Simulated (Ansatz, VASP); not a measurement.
**Mg: VASP beside Ansatz**

The input INCAR:

```
SYSTEM = Mg
PREC     = Accurate       ! precision mode
ENCUT    = 520            ! plane-wave cutoff, eV
EDIFF    = 1E-6           ! SCF threshold, eV
ISMEAR   = -1             ! smearing method
SIGMA    = 0.1            ! smearing width, eV
LREAL    = .FALSE.        ! projectors in reciprocal space
LASPH    = .TRUE.         ! aspherical terms in the spheres
NELM     = 80             ! most SCF steps
ALGO     = Normal         ! electronic algorithm
ISIF     = 2              ! what is computed and relaxed
LWAVE    = .FALSE.        ! write WAVECAR
LCHARG   = .FALSE.        ! write CHGCAR
GGA      = PE             ! functional
NBANDS   = 7              ! bands
```

The input KPOINTS:

```
Automatic mesh
0
G
  14 14 14
  0 0 0
```

The input POSCAR:

```
Mg
1.0
    0.0000000000      2.1679377561      2.1679377561
    2.1679377561      0.0000000000      2.1679377561
    2.1679377561      2.1679377561      0.0000000000
Mg
1
Direct
    0.0000000000      0.0000000000      0.0000000000
```

Input for Ansatz:

```yaml
crystal:
  lattice:
    - [0.0, 2.1679377561, 2.1679377561]
    - [2.1679377561, 0.0, 2.1679377561]
    - [2.1679377561, 2.1679377561, 0.0]
  atoms:
    - { symbol: Mg, position: [0.0, 0.0, 0.0] }
hamiltonian:
  xc: pbe
  pseudopotentials:
    kind: paw
    azcp:
      Mg: "pseudopotentials/Mg.paw.azcp"
basis:
  ecutwfc: 420
  fft_grid_basis: typed
kpoints:
  mp_grid: { grid: [14, 14, 14], shift: [0, 0, 0] }
magnetization:
  spin_polarized: false
scf:
  occupations: { method: fermi_dirac, width: 0.1 }
  lower_state_search: "off"
output:
  stress: true
  write_density: true
  write_potential: true
  elf: true
  volumetric_format: npy
```

Alike in both runs: task single point; functional PBE; k mesh 14 × 14 × 14; occupations fermi-dirac, width 0.1 eV; no spin polarisation.

```csv
,VASP,Ansatz
version,VASP 6.6.1,Ansatz 0.2.0
potentials or method,"VASP PAW PBE potentials, release 64 (Mg)","plane waves (420 eV) with PAW, scalar-relativistic"
plane-wave cutoff (eV),520,420
valence electrons in the cell,2,10
```

Ansatz gave:

```
pressure (GPa) : 5.8
```

Estimate VASP's values.

pressure (GPa): 5.7.

The two sets of potentials don't hold the same shells in valence.
